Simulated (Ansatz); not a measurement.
## How far is PAW off for TiS2?

```xyz
3
Lattice="3.3423 0.0000 0.0000 -1.6712 2.8946 0.0000 0.0000 0.0000 5.5787" Properties=species:S:1:pos:R:3 pbc="T T T"
Ti    0.0000    0.0000    0.0000
S     0.0000    1.9297    1.3947
S     1.6712    0.9649    4.1841
```

Atoms are numbered in the order listed.

The cell comes from COD entry 1537865, which wasn't checked; take it as a given geometry. It is an old determination, and later ones may differ. The listed cell was then made from it by scaling, straining or moving an atom.

Methods: DFT, LDA, PAW with Ansatz's default frozen-core files, scalar-relativistic (Ansatz 0.2.0); DFT, LDA, all-electron LAPW, scalar-relativistic (Ansatz 0.2.0).

For PAW: a Γ-centred 12×12×7 k mesh, Fermi–Dirac smearing of 0.05 eV, cutoff 420 eV, no spin polarisation; the PAW files were made with PBE, and the program remakes their frozen cores for this functional. LAPW targets a basis error of 1 meV/atom. The Ansatz runs share mesh, smearing and spin set-up. Plane-wave (PAW) pressures include the program's estimate of the Pulay term.

Stress and pressure are positive in compression.

The change that made this cell: volume scaled by 0.94.

PAW results:

| quantity | PAW |
| --- | --- |
| pressure (GPa) | -0.24 |
| stress xx (GPa) | -0.70 |
| stress zz (GPa) | 0.66 |
| force on S2, z (eV/Å) | 0.265 |

(1) What does full-potential LAPW give for the same quantities?

Results:

(1) 
| quantity | LAPW |
| --- | --- |
| pressure (GPa) | -0.20 |
| stress xx (GPa) | -0.66 |
| stress zz (GPa) | 0.70 |
| force on S2, z (eV/Å) | 0.269 |
